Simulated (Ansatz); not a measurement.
The system is Rh.

```
CELL_PARAMETERS angstrom
0.00000 1.89785 1.89785
1.89785 0.00000 1.89785
1.89785 1.89785 0.00000
ATOMIC_POSITIONS crystal
Rh 0.00000 0.00000 0.00000
```

* Program: Ansatz 0.2.0
* Task: relaxation of cell and atoms
* Functional: PBEsol
* Dispersion: D3(BJ)
* Potentials or basis: Ansatz PAW
* Cutoff: 420 eV (not typed: the program's choice for these potentials)
* k mesh: 12 × 12 × 12
* Occupations: fermi-dirac, width 0.05 eV
* Spin: no spin polarisation

At the start: volume 13.67 Å³/atom.

Problem. Where does the relaxation end?

Solution. It ends after 6 steps and the volume is 13.17 Å³/atom (-3.7 %); space group Fm-3m (No. 225, to 0.05 Å).

The path:
```csv
step,energy change (eV),largest force (eV/Å),volume (Å³)
1,0.0000,0.0000,13.67
2,-0.0036,0.0000,12.73
3,-0.0182,0.0000,13.20
4,-0.0183,0.0000,13.17
5,-0.0183,0.0000,13.17
6,-0.0180,0.0000,13.17
```

Final structure:
```yaml
crystal:
  lattice:
    - [0.00000, 1.87413, 1.87413]
    - [1.87413, 0.00000, 1.87413]
    - [1.87413, 1.87413, 0.00000]
  atoms:
    - { symbol: Rh, position: [0.00000, 0.00000, 0.00000] }
```

Caveat: the plane-wave basis is chosen anew once the cell has moved, so the energies of steps on either side of that aren't comparable; pairwise dispersion overbinds metals, which lowers pressure and volume; the PAW data sets come from PBE, with cores solved anew for the run's functional, which leaves a small shift of forces and pressure.
